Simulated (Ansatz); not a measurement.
**CoO: tests of the settings**

An exercise on one series of results from a longer session: the logs are not shown, and one member is left open.

Computed with Ansatz 0.2.0 (DFT PBEsol, scalar-relativistic, plane waves, PAW, unless a step's input says otherwise).

1 further run of the same task is left out (set aside as unsound or not needed).

## The starting structure

It takes space group I4/mmm (No. 139, tetragonal). The conventional cell has a = 3.016 Å, b = 3.016 Å, c = 4.214 Å, α = 90.00°, β = 90.00°, γ = 90.00°. Co (site symmetry 4/mmm) has 6 O at 2.11 to 2.13 Å as nearest neighbours. Around O (site symmetry 4/mmm) lie 6 Co at 2.11 to 2.13 Å.

Coordinates:

```xyz
2
Lattice="-1.5080 1.5080 2.1072 1.5080 -1.5080 2.1072 1.5080 1.5080 -2.1072" Properties=species:S:1:pos:R:3 pbc="T T T"
Co    0.0000    0.0000    0.0000
O     0.0000    0.0000    2.1072
```

The structure comes from the Crystallography Open Database; it is used as listed.

## The base run, which the others are set against

input.yaml reads:

```yaml
crystal:
  lattice:
    - [-1.5080001529, 1.5080001529, 2.1072499549]
    - [1.5080001529, -1.5080001529, 2.1072499549]
    - [1.5080001529, 1.5080001529, -2.1072499549]
  atoms:
    - { symbol: Co, position: [0.0, 0.0, 0.0], spin: 2.71 }
    - { symbol: O, position: [0.5, 0.5, 0.0], spin: 0.36 }
basis:
  ecutwfc: 420
kpoints:
  mp_grid: { grid: [20, 20, 20] }
hamiltonian:
  xc: pbesol
scf:
  occupations: { method: gaussian, width: 0.1 }
output:
  forces: true
  stress: true
  eigenvalues: true
  populations: true
  write_density: true
  write_potential: true
  elf: true
  volumetric_format: npy
magnetization:
  spin_polarized: true
```

It was run beforehand and gave: -2826.1262 eV/atom at zero smearing, pressure -9.11 GPa, largest force 0.000 eV/Å, no gap on the mesh, site moments Co +2.49, O +0.34 μB, in 13 SCF cycles and 42 s.

The first run:

input.yaml reads:

```yaml
crystal:
  lattice:
    - [-1.5080001529, 1.5080001529, 2.1072499549]
    - [1.5080001529, -1.5080001529, 2.1072499549]
    - [1.5080001529, 1.5080001529, -2.1072499549]
  atoms:
    - { symbol: Co, position: [0.0, 0.0, 0.0], spin: 2.74 }
    - { symbol: O, position: [0.5, 0.5, 0.0], spin: 0.38 }
basis:
  ecutwfc: 420
kpoints:
  mp_grid: { grid: [1, 1, 1] }
hamiltonian:
  xc: pbesol
scf:
  occupations: { method: gaussian, width: 0.1 }
output:
  forces: true
  stress: true
  eigenvalues: true
  populations: true
magnetization:
  spin_polarized: true
```

Command:

```sh
ansatz run input.yaml --threads 1 --pin off --max-ram 2560MiB --backend cpu --events-out ev --progress --plain --runs-dir out
```

Steps of the session up to this table: K-point mesh: 1×1×1; K-point mesh: 4×4×4; K-point mesh: 6×6×6; K-point mesh: 8×8×8; K-point mesh set to 10×10×10; K-point mesh: 12×12×12; K-point mesh: 14×14×14; K-point mesh set to 16×16×16; K-point mesh: 22×22×22; K-point mesh: 24×24×24; K-point mesh set to 32×32×32.

One table of the session follows, with a row left open; its other results are not shown here.

| mesh | ΔE (meV/atom) | cell moment (μB) |
| --- | --- | --- |
| 1×1×1 | 4040 | 3.00 |
| 4×4×4 | -0.16 | 2.41 |
| 6×6×6 | ? | ? |
| 8×8×8 | -0.24 | 2.91 |
| 10×10×10 | -0.44 | 2.94 |
| 12×12×12 | -0.15 | 2.96 |
| 14×14×14 | -0.10 | 2.96 |
| 16×16×16 | 0.00 | 2.96 |
| 20×20×20 | 0.02 | 2.96 |
| 22×22×22 | 0.01 | 2.96 |
| 24×24×24 | 0.00 | 2.96 |
| 32×32×32 | 0.00 | 2.96 |

**Question.** Estimate the row for 6×6×6.

**Answer.** ΔE (meV/atom): -2.96; cell moment (μB): 2.82. In the column «ΔE (meV/atom)» it is the lowest.

Caveats from the session: The error changes sign along the series, since a k mesh isn't variational, and a metal needs dense meshes to resolve its Fermi surface. Without a U such compounds often come out metallic though many are antiferromagnetic insulators. Warnings in the runs' records: stability check not made.
